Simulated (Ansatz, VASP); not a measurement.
# Cross-check of Sn8HO16 (interstitial H+ in rutile SnO2) between VASP and Ansatz, part 2 of 2

Wanted: the spread between two codes on one cell, functional and k mesh. The cell is taken from a series of runs on this material, whose earlier steps may have relaxed, scaled, displaced or heated it; both programs get it as it stands.

VASP 6.6.1 and Ansatz 0.2.0.

So far. Step 2 (VASP: single point, HSE06): The run ends at a pressure of -14.77 GPa, with forces up to 2.3 eV/Å.

**3. Ansatz: single point, HSE06**

Level of this step: Ansatz beside VASP: Kohn-Sham DFT, plane waves, HSE06 (Ansatz).

Ansatz runs on its default PAW (the set named soft_2) files.

The same cell, functional, mesh and smearing now go to Ansatz.

input.yaml reads:

```yaml
crystal:
  lattice:
    - [4.82691784, 4.82691784, 0.0]
    - [-4.82691784, 4.82691784, 0.0]
    - [0.0, 0.0, 6.47657047]
  atoms:
    - { symbol: Sn, position: [-0.006760639, 0.002472046, -0.000621199] }
    - { symbol: Sn, position: [0.500887373, 0.508500053, -0.008956833] }
    - { symbol: Sn, position: [0.003964309, 0.508431314, 0.250267754] }
    - { symbol: Sn, position: [0.490468815, -0.021670589, 0.250267676] }
    - { symbol: O, position: [0.30253847, 0.009444473, 0.00357415] }
    - { symbol: O, position: [0.807300269, 0.508098966, 0.000686221] }
    - { symbol: O, position: [0.005270191, 0.812840337, 0.25026712] }
    - { symbol: O, position: [0.540612914, 0.299761008, 0.250268468] }
    - { symbol: O, position: [0.19616238, 0.493525458, 0.002276646] }
    - { symbol: O, position: [0.684242167, -0.007152674, 0.001587052] }
    - { symbol: O, position: [-0.029382017, 0.198666975, 0.25026871] }
    - { symbol: O, position: [0.490148193, 0.67858179, 0.250267603] }
    - { symbol: Sn, position: [-0.006760627, 0.002469715, 0.501158398] }
    - { symbol: Sn, position: [0.500887868, 0.508505106, 0.509496011] }
    - { symbol: Sn, position: [0.000897405, 0.501506948, 0.750268312] }
    - { symbol: Sn, position: [0.493952969, 0.006433894, 0.750268216] }
    - { symbol: O, position: [0.302538629, 0.009441431, 0.496962755] }
    - { symbol: O, position: [0.807299683, 0.508100626, 0.49985023] }
    - { symbol: O, position: [0.003237278, 0.808578322, 0.750269311] }
    - { symbol: O, position: [0.502659563, 0.313708348, 0.750267466] }
    - { symbol: O, position: [0.196162076, 0.493530402, 0.49826051] }
    - { symbol: O, position: [0.684241492, -0.007155982, 0.498948739] }
    - { symbol: O, position: [-0.007893646, 0.194313106, 0.750268424] }
    - { symbol: O, position: [0.491288779, 0.700598405, 0.75027097] }
    - { symbol: H, position: [0.694392067, 0.28003964, 0.250269616] }
total_charge: 1
basis:
  ecutwfc: 420
  xc_grid: 2
hamiltonian:
  xc: hse06
kpoints:
  mp_grid: { grid: [1, 1, 1] }
scf:
  occupations: { method: fermi_dirac, width: 0.01 }
  max_iter: 120
output:
  forces: true
checkpoint:
  read: "../relax.run"
```

On the command line:

```
$ ansatz run input.yaml --threads 2 --pin off --max-ram 3768MiB --backend cpu --events-out ev --progress --plain --runs-dir out
```

Numbers of over 12 decimals in the logs are rounded to 6 here.

Output:

```text
Warning: the atoms were moved onto the symmetric positions of the space group found under crystal.symmetry.tolerance 1.0e-5 (fractional; no operation is sought that the atoms, as they stand in a round, miss by more than twice it, and no atom is moved by as much as it), and the run uses the moved positions. Before a round's move an operation carried an atom to 3.75e-5 Å from where it should land, the largest such dist [...]
Warning: checkpoint.read: the run can stay near the saved state's solution: 15 site(s) moved relative to the saved geometry (max |Δs| = 1.044e-2 fractional); the SCF starts from the saved state under `checkpoint.density_extrapolation: transplant`, in force with no word given; its orbitals are not used off its sites. A run without `checkpoint.read` takes nothing of the state. A lower free energy from it at the same positions (and U, V and field ramp, if any) shows a solution that this start missed, and an equal or higher one rules none out (checkpoint.read, Limitations, in the input reference)
exact exchange: scf.exx.singularity resolves to wigner_seitz, which cuts the screened interaction at the faces of the exchange supercell's Wigner-Seitz cell, so that each pair interacts once, at the shortest of its separations (the periodic images that this leaves out come, for a point-like exchange hole, to about 0.184 eV on a filled level). The cut falls within the interaction's reach, and what an exchange supercel [...]
Engine: ansatz 0.2.0, x86_64-unknown-linux-gnu
Pseudopotentials: kind: paw
Pseudopotential: Sn, paw, valence charge 14, recommended cutoff 420 eV (normal), Sn.paw.azcp
Pseudopotential: O, paw, valence charge 6, recommended cutoff 420 eV (normal), O.paw.azcp
Pseudopotential: H, paw, valence charge 1, recommended cutoff 420 eV (normal), H.paw.azcp
Functional definition: HSE06
  parameter a = 0.25
  parameter omega = 0.11/bohr
  exchange = pbe_x - a*pbe_x_sr(omega) + a*exact_x_sr(omega)
  correlation = pbe_c
Crystal: 25 atoms, lattice volume = 301.797 Å³
[...]
SCF iter   6: F=-57295.332878 eV  HF=-57295.332905 eV  |F-HF|=2.68e-5  |Δ(HF+E_count)|=   2.77e-6  Δρ=1.17e-4  dr2=3.55e-5  ethr=3.16e-8  ⟨swp⟩=4.0  Hψ=283  notcnv=0
SCF 1 stopped early in 6 iterations: F = -57295.332878 eV  dr2 = 3.55e-5
  greatest PAW one-centre occupation: 0.996 electrons in one spin orbital (limit 2), on the Sn atom at site 3 (counted from 0), in its partial waves of l = 2
Initial density: handed on by an earlier stage of this run
Initial wavefunctions: those handed on with the density
Functional: x = pbe(κ = 0.804, μ = 0.219515) + 0.25 (exact − pbe) at short range (hse, ω = 0.207870 Å⁻¹), c = pbe(β = 0.066725); HSE06 as pw.x's `hse` composes it (authors' and Libxc's form: `xc: wpbeh`)
Exchange kernel: α = 0.2500, screened, ω = 0.2079 Å⁻¹, Wigner–Seitz truncation, v(0) = 661.4558 eV·Å³, q-mesh 1×1×1, nearest image of the exchange supercell L = 6.48 Å, pair-density grid 45×45×45, without the augmentation charges, whose exchange is taken in its separable form (the finest that the files' search goes to)
Frozen-core exchange: fock
SCF iter   1: F=—  HF=-57325.592063 eV  |F-HF|=—  |Δ(HF+E_count)|=         —  Δρ=1.03e-2  dr2=2.14e-1  ethr=1.71e-7  ⟨swp⟩=15.0  Hψ=797  notcnv=0
preconditioner: auto → none  [insulator: Δε(μ)=2.546 eV  Ē_g=21.977 eV  σ=0.010 eV  W_gap=1.00  n_scr=80 (ndim 8)  ℏωp=30.8 eV  f_vac=0.043  D(μ)=0.00/eV (n_scr^D=0)]
SCF iter   2: F=—  HF=-57325.524867 eV  |F-HF|=—  |Δ(HF+E_count)|=   6.72e-2  Δρ=2.04e-3  dr2=2.32e-2  ethr=1.71e-7  ⟨swp⟩=5.0  Hψ=547  notcnv=0
SCF iter   3: F=—  HF=-57325.621570 eV  |F-HF|=—  |Δ(HF+E_count)|=   9.67e-2  Δρ=1.77e-3  dr2=6.97e-3  ethr=1.71e-7  ⟨swp⟩=7.0  Hψ=556  notcnv=0
SCF iter   4: F=—  HF=-57325.619608 eV  |F-HF|=—  |Δ(HF+E_count)|=   1.96e-3  Δρ=5.76e-4  dr2=5.65e-4  ethr=1.71e-7  ⟨swp⟩=5.0  Hψ=443  notcnv=0
SCF iter   5: F=—  HF=-57325.621478 eV  |F-HF|=—  |Δ(HF+E_count)|=   1.87e-3  Δρ=4.41e-4  dr2=4.61e-4  ethr=1.44e-7  ⟨swp⟩=6.0  Hψ=430  notcnv=0
SCF iter   6: F=—  HF=-57325.621370 eV  |F-HF|=—  |Δ(HF+E_count)|=   1.08e-4  Δρ=1.03e-4  dr2=4.53e-5  ethr=1.44e-7  ⟨swp⟩=4.0  Hψ=288  notcnv=0
SCF iter   7: F=-57325.621359 eV  HF=-57325.621362 eV  |F-HF|=3.62e-6  |Δ(HF+E_count)|=   7.61e-6  Δρ=3.11e-5  dr2=1.93e-5  ethr=1.33e-8  ⟨swp⟩=4.0  Hψ=274  notcnv=0
SCF 2 stopped early in 7 iterations: F = -57325.621359 eV  dr2 = 1.93e-5
  Residual-converged pass: ⟨swp⟩=4.0  Hψ=385  notcnv=0  max |occ|·‖R‖ = 3.6e-6 eV (tolerance 6.7e-6 eV)  dr2=1.95e-5  dr2_onsite=2.43e-7  max |Δocc| = 0.0e0
hybrid outer 1: dexx = +1.089e-1 eV, tail = 3.80e-4 eV
Exchange kernel: α = 0.2500, screened, ω = 0.2079 Å⁻¹, Wigner–Seitz truncation, v(0) = 661.4558 eV·Å³, q-mesh 1×1×1, nearest image of the exchange supercell L = 6.48 Å, pair-density grid 45×45×45, without the augmentation charges, whose exchange is taken in its separable form (the finest that the files' search goes to)
Frozen-core exchange: fock
SCF iter   1: F=—  HF=-57325.617974 eV  |F-HF|=—  |Δ(HF+E_count)|=         —  Δρ=6.34e-5  dr2=7.24e-6  ethr=9.14e-7  ⟨swp⟩=9.0  Hψ=320  notcnv=0
preconditioner: auto → none  [insulator: Δε(μ)=2.518 eV  Ē_g=22.006 eV  σ=0.010 eV  W_gap=1.00  n_scr=80 (ndim 8)  ℏωp=30.8 eV  f_vac=0.049  D(μ)=0.00/eV (n_scr^D=0)]
SCF iter   2: F=—  HF=-57325.617983 eV  |F-HF|=—  |Δ(HF+E_count)|=   9.97e-6  Δρ=3.11e-5  dr2=1.30e-6  ethr=2.82e-9  ⟨swp⟩=6.0  Hψ=412  notcnv=0
SCF iter   3: F=—  HF=-57325.617983 eV  |F-HF|=—  |Δ(HF+E_count)|=   6.19e-8  Δρ=1.33e-5  dr2=2.09e-7  ethr=4.52e-10  ⟨swp⟩=3.0  Hψ=246  notcnv=0
SCF iter   4: F=—  HF=-57325.617984 eV  |F-HF|=—  |Δ(HF+E_count)|=   5.93e-7  Δρ=8.81e-6  dr2=2.02e-7  ethr=7.55e-11  ⟨swp⟩=8.0  Hψ=406  notcnv=0
SCF iter   5: F=—  HF=-57325.617984 eV  |F-HF|=—  |Δ(HF+E_count)|=   1.87e-8  Δρ=6.53e-6  dr2=1.27e-7  ethr=7.55e-11  ⟨swp⟩=5.0  Hψ=323  notcnv=0
SCF iter   6: F=—  HF=-57325.617984 eV  |F-HF|=—  |Δ(HF+E_count)|=   3.13e-8  Δρ=1.84e-6  dr2=1.31e-8  ethr=5.94e-11  ⟨swp⟩=3.0  Hψ=247  notcnv=0
SCF iter   7: F=-57325.617984 eV  HF=-57325.617984 eV  |F-HF|=3.86e-10  |Δ(HF+E_count)|=   1.43e-9  Δρ=4.07e-7  dr2=1.82e-9  ethr=4.88e-12  ⟨swp⟩=4.0  Hψ=309  notcnv=0
SCF 3 converged in 7 iterations: F = -57325.617984 eV  dr2 = 1.82e-9
  Residual-converged pass: ⟨swp⟩=3.0  Hψ=234  notcnv=0  max |occ|·‖R‖ = 1.4e-6 eV (tolerance 1.5e-6 eV)  dr2=1.81e-9  dr2_onsite=3.88e-11  max |Δocc| = 0.0e0
hybrid outer 2: dexx = +6.989e-6 eV, tail = 1.56e-7 eV, Δε = 4.37e-3 eV (about 1.21e-4 eV left of the loop's levels), ΔF = 8.84e-3 eV/Å (tail 1.15e-3)
Exchange kernel: α = 0.2500, screened, ω = 0.2079 Å⁻¹, Wigner–Seitz truncation, v(0) = 661.4558 eV·Å³, q-mesh 1×1×1, nearest image of the exchange supercell L = 6.48 Å, pair-density grid 45×45×45, without the augmentation charges, whose exchange is taken in its separable form (the finest that the files' search goes to)
Frozen-core exchange: fock
SCF iter   1: F=—  HF=-57325.617982 eV  |F-HF|=—  |Δ(HF+E_count)|=         —  Δρ=1.85e-6  dr2=6.18e-9  ethr=3.75e-10  ⟨swp⟩=11.0  Hψ=367  notcnv=0
SCF iter   2: F=-57325.617982 eV  HF=-57325.617982 eV  |F-HF|=2.18e-10  |Δ(HF+E_count)|=   1.84e-9  Δρ=3.99e-7  dr2=1.28e-9  ethr=2.47e-12  ⟨swp⟩=4.0  Hψ=327  notcnv=0
SCF 4 converged in 2 iterations: F = -57325.617982 eV  dr2 = 1.28e-9
  Residual-converged pass: ⟨swp⟩=3.0  Hψ=247  notcnv=0  max |occ|·‖R‖ = 1.2e-6 eV (tolerance 1.5e-6 eV)  dr2=1.28e-9  dr2_onsite=1.18e-10  max |Δocc| = 0.0e0
hybrid outer 3: dexx = +4.913e-9 eV, tail = 2.95e-9 eV, Δε = 5.92e-5 eV (about 8.93e-6 eV left of the loop's levels), ΔF = 1.24e-4 eV/Å (tail 1.58e-4)
hybrid SCF converged: 3 outer / 16 inner (+6 warm-up), last move |dexx| = 4.91e-9 eV, tail = 2.95e-9 eV
Stability not checked: this state was not tested for a lower state beside it, because the functional holds exact exchange (a hybrid, or Hartree-Fock), whose exchange loop this test does not read (fock_operator; see scf.lower_state_search)
Free energy (F): -57325.617982 eV
Frozen-core exchange: fock
Harris-Foulkes:  -57325.617982 eV  (|F-HF|=2.18e-10)
Internal energy: -57325.617982 eV  (E = F + TS)
E sigma→0 (E₀):  -57325.617982 eV
Fermi energy:    8.749661 eV
--- Per-component energies (eV) ---
  E_band       = -1022.533499
  E_kinetic    = 4327.175746
  E_local      = -11819.703078  (includes V_loc(G=0)·N_el)
  E_nonlocal   = 512.946690
  E_hartree    = 6107.967330
  E_xc         = -3321.771944
  E_vxc        = -1782.802542  (∫ρ·V_xc dr)
  E_exx        = -606.935116  (= α·E_x^exact, valence–valence)
  E_paw        = -36046.065307  (= ΣΔE_a)
  E_vpaw       = -3262.253683  (= ΣTr[D̂ρ^β])
  E_aug_tail   = 0.038098  (compensation charges beyond the density's cutoff)
  E_ewald      = -16480.914828
  E_core_change = 1.644426  (= ΣΔE_core)
  E_smearing   = -0.000000  (= −TS)
  E_closure    = -0.000001  (closes the sum)
  E_deformation_potential = 17.035997  (in the stress; not in F)
  Σ components = -57325.617982   (vs F -57325.617982, Δ=-7.28e-12)
--- Forces (eV/Å), atoms counted from 1 ---
  atom   1  Sn     0.04339219    -0.03675135    -0.06274282
  atom   2  Sn     0.06019162    -0.04114455     0.08204989
  atom   3  Sn    -0.03266081     0.10906663     0.00000000
  atom   4  Sn    -0.04543478     0.08783342     0.00000000
  atom   5  O     -0.01721879    -0.02036776    -0.00080994
  atom   6  O      0.02251887     0.01873402    -0.00009619
  atom   7  O     -0.02570454     0.02298552     0.00000000
  atom   8  O      1.87684897     1.47669348    -0.00000000
  atom   9  O     -0.01915458    -0.02223496     0.00275245
  atom  10  O      0.02333721     0.01277688    -0.00767404
  atom  11  O     -0.14412268    -0.06087243     0.00000000
  atom  12  O     -0.03506876     0.03103452     0.00000000
  atom  13  Sn     0.04339219    -0.03675135     0.06274282
  atom  14  Sn     0.06019162    -0.04114455    -0.08204989
  atom  15  Sn     0.00014423     0.01387498    -0.00000000
  atom  16  Sn    -0.01044258     0.01421583     0.00000000
  atom  17  O     -0.01721879    -0.02036776     0.00080994
  atom  18  O      0.02251887     0.01873402     0.00009619
  atom  19  O     -0.00559197     0.00230558     0.00000000
  atom  20  O      0.00416834    -0.00370365    -0.00000000
  atom  21  O     -0.01915458    -0.02223496    -0.00275245
  atom  22  O      0.02333721     0.01277688     0.00767404
  atom  23  O      0.00438638    -0.00642169    -0.00000000
  atom  24  O     -0.00535918     0.00652645     0.00000000
  atom  25  H     -1.80728374    -1.51555471     0.00000000
  max |Σ_I F_I| component: 1.19e-5 eV/Å
--- Band table (eV) ---
  k-point 0: bands = ["-15.1383", "-15.0471", "-14.6702", "-14.6352", "-14.6189", "-14.5877", "-14.4960", "-14.4107", "-14.3271", "-14.2194", "-14.2027", "-14.0996", "-14.0395", "-14.0150", "-14.0132", "-13.9759", "-13.9602", "-13.9360", "-13.9092", "-13.9022", "-13.9009", "-13.8844", "-13.8291", "-13.8154", "-13.7853", "-13.7571", "-13.7060", "-13.6884", "-13.6809", "-13.6570", "-13.6428", "-13.6407", "-13.6222", "- [...]
  guard bands above this table: 24 of the run's 129 bands. The solve was not asked for them (output.publish_guard_bands: true or output.eigenvalues: true publishes all)
```

**4. Comparison**

Known differences besides the potentials themselves: exact exchange at q = 0 is treated differently, which shows on coarse meshes; VASP keeps PBE cores, Ansatz makes them for the functional; the cutoff is 420 eV in Ansatz and 520 eV in VASP (PREC = Accurate, projectors in real space); VASP takes a coarser grid for exact exchange (PRECFOCK = Fast). Total energies have different zeros and are not compared.

The two programs side by side:

| quantity | Ansatz | VASP | difference |
| --- | --- | --- | --- |
| gap on the k mesh (eV) | 2.518 | 2.569 | -0.051 |

Forces on 8 of the 25 atoms, those with the largest forces and the largest differences (eV/Å; atoms numbered as in POSCAR):

| atom | Ansatz x, y, z | VASP x, y, z |
| --- | --- | --- |
| Sn2 | 0.060, -0.041, 0.082 | 0.064, -0.047, 0.106 |
| Sn3 | -0.033, 0.109, 0.000 | -0.030, 0.118, 0.000 |
| Sn4 | -0.045, 0.088, 0.000 | -0.052, 0.084, 0.000 |
| Sn6 | 0.060, -0.041, -0.082 | 0.064, -0.047, -0.106 |
| O12 | 1.877, 1.477, 0.000 | 1.798, 1.418, 0.000 |
| O15 | -0.144, -0.061, 0.000 | -0.169, -0.058, 0.000 |
| O24 | -0.005, 0.007, 0.000 | -0.044, 0.039, 0.000 |
| H25 | -1.807, -1.516, 0.000 | -1.703, -1.435, 0.000 |

The forces differ by 23 meV/Å r.m.s., which is 6.1 % of the r.m.s. force of 0.371 eV/Å (both taken over all components). A gap on the mesh is an upper bound, since the band edges may lie between its points. The cell carries a charge of +1 e against a uniform background, so its pressure also hangs on how the neutralising background is counted, and in a defect's cell a gap may be the spacing between its levels.

**5. Summary of results**

```
r.m.s. force difference (single point, HSE06)         : 6.1 % of the r.m.s. force
difference in gap on the k mesh (single point, HSE06) : -0.051 eV
```

The r.m.s. force difference is 6.1 % of the r.m.s. force (single point, HSE06), beyond the 3 % picked in this series as the mark of a large difference. What causes the difference of the single point, HSE06 pair stays open here. Such differences can come from data sets, numerical settings and the points named under the comparisons, not from the functional's error against experiment.

[Lines on the potential files, build, host, timing and source positions are cut from VASP's logs without a mark.]

[Logs are printed without paths, hosts, clocks, repeated set-up lines and the standing remarks that a program may print on its own settings, such as how far it seeks lower states.]

[Hosts, paths, dates, database ids (printed as entryN), source tags and the programs' standing remarks are cut or masked in the printed files.]
